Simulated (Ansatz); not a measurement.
Start from GeO₂ in the rutile structure (space group P4_2/mnm, No. 136).

```
CELL_PARAMETERS angstrom
      4.42809     0.00000     0.00000
      0.00000     4.42809     0.00000
      0.00000     0.00000     2.88419
ATOMIC_POSITIONS crystal
  Ge 0.00000 0.00000 0.00000
  Ge 0.50000 0.50000 0.50000
  O  0.30632 0.30632 0.00000
  O  0.80632 0.19368 0.50000
  O  0.19368 0.80632 0.50000
  O  0.69368 0.69368 0.00000
```

Cartesian axes are those of the cell as printed.

The values are results of PBEsol, PAW, 420 eV (Ansatz, a first-principles code; no SOC), not measurements.

Before the change:

The electron mass is 0.20 mₑ along c, 0.24 mₑ across (at Γ) and the band gap is 1.57 eV. The valence-band top at Γ is 0.00, -0.82, -0.82 eV.

It is then changed as follows: strain tensor (xx, yy, zz, yz, xz, xy) = (−2.33, +1.44, +0.95, −0.53, +2.14, +1.23) %; the atoms relax in the strained cell.

**Question.** Estimate the effect on the electron mass.

**Answer.** The electron mass goes from 0.20 mₑ along c, 0.24 mₑ across (at Γ) to 0.26 mₑ along x, 0.23 mₑ along y, 0.21 mₑ along z (at Γ).

**Question.** What does the calculation give for the band gap after the change?

**Answer.** The band gap hardly moves (1.57 eV against 1.56 eV).

**Question.** How does this affect the valence-band top at Γ?

**Answer.** The valence-band top at Γ (three highest levels, from the VBM) goes from 0.00, -0.82, -0.82 eV to 0.00, -0.59, -0.85 eV.

**Question.** Estimate the effect on the stress.

**Answer.** The stress (xx, yy, zz, yz, xz, xy; compression positive) is (3.34, -1.34, -3.37, 1.62, -6.07, -6.12) GPa.

Masses are band curvatures over ±0.01 Å⁻¹ around the edge. Stability against distortions was not tested.
